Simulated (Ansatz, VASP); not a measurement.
Two plane-wave programs on BN

```
B N
1.0
     2.58530    0.00000    0.00000
    -1.29265    2.23893    0.00000
     0.00000    0.00000    6.89070
B N
2 2
Direct
  0.00000 0.00000 0.50000
  0.33333 0.66667 0.00000
  0.00000 0.00000 0.00000
  0.66667 0.33333 0.50000
```

Change from the starting cell: strain +0.030 along x and y, +0.030 along z, atoms carried along.

Alike in both runs: task single point; functional PBEsol; k mesh 12 × 12 × 4; occupations gaussian, width 0.05 eV; no spin polarisation.

|  | VASP | Ansatz |
| --- | --- | --- |
| version | VASP 6.6.1 | Ansatz 0.2.0 |
| potentials or method | VASP PAW PBE potentials, release 64 (B, N) | scalar-relativistic, plane waves, PAW |
| plane-wave cutoff (eV) | 520 | 420 |
| valence electrons in the cell | 16 | 16 |

|  | VASP | Ansatz | Ansatz less VASP |
| --- | --- | --- | --- |
| gap on the k mesh at the Fermi level (eV) | 4.13 | 4.13 | +0.008 |
| least direct gap on the mesh (eV) | 4.21 | 4.22 | +0.006 |
| pressure (GPa) | -19.0 | -19.3 | -0.23 |
| largest component of the traceless stress (GPa) | 19.02 | 19.37 | +0.354 |

Caveats: so large a pressure means that the cell lies far from this level's equilibrium, or that cutoff or potentials fall short (VASP); the potentials were made for another functional, which shifts forces and pressure (VASP); this functional lacks dispersion, which binds the layers, so the pressure and a relaxed spacing across them are unreliable. A k mesh can miss the band edges.
